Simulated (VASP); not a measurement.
The system is Ni.

```
CELL_PARAMETERS angstrom
2.44802 0.00000 0.00000
-1.22401 2.12005 0.00000
0.00000 0.00000 4.07281
ATOMIC_POSITIONS crystal
Ni 0.66667 0.33333 0.75000
Ni 0.33333 0.66667 0.25000
```

This isn't the form of Ni at room conditions, which is fcc.

- Program: VASP 6.6.1
- Task: single point
- Functional: PBE
- Potentials or basis: VASP PAW PBE potentials, release 64 (Ni)
- Cutoff: 520 eV
- k mesh: 12 × 12 × 7
- Occupations: fermi-dirac, width 0.05 eV
- Spin: collinear spin, ferromagnetic start
- Starting moments: [1.0, 1.0] μB

On this cell: pressure 7.0 GPa; largest force under 0.003 eV/Å; net moment 1.27 μB per cell; site moments Ni +0.64 μB; band gap on the k mesh none (metal or under the smearing width).

The same run follows on a disturbed copy (atoms moved at random, drawn with an rms of 0.05 Å):

```
Ni
1.0
     2.44802    0.00000    0.00000
    -1.22401    2.12005    0.00000
     0.00000    0.00000    4.07281
Ni
2
Direct
  0.67277 0.33548 0.75541
  0.34218 0.65836 0.24447
```

Problem. What does the disturbed cell give?

Solution. The energy (extrapolated to zero smearing) moves by +5.2 meV/atom; pressure 7.3 GPa; largest force 0.437 eV/Å; net moment 1.27 μB per cell; site moments Ni +0.64 μB; band gap on the k mesh none (metal or under the smearing width).

Forces in eV/Å, atoms in the order of the input:
```
Ni   0.040 -0.042 -0.433
Ni  -0.040  0.042  0.433
```

Stress tensor (GPa, compression positive):
```
 8.87 -0.30 -0.10
-0.30  8.19  0.11
-0.10  0.11  4.95
```
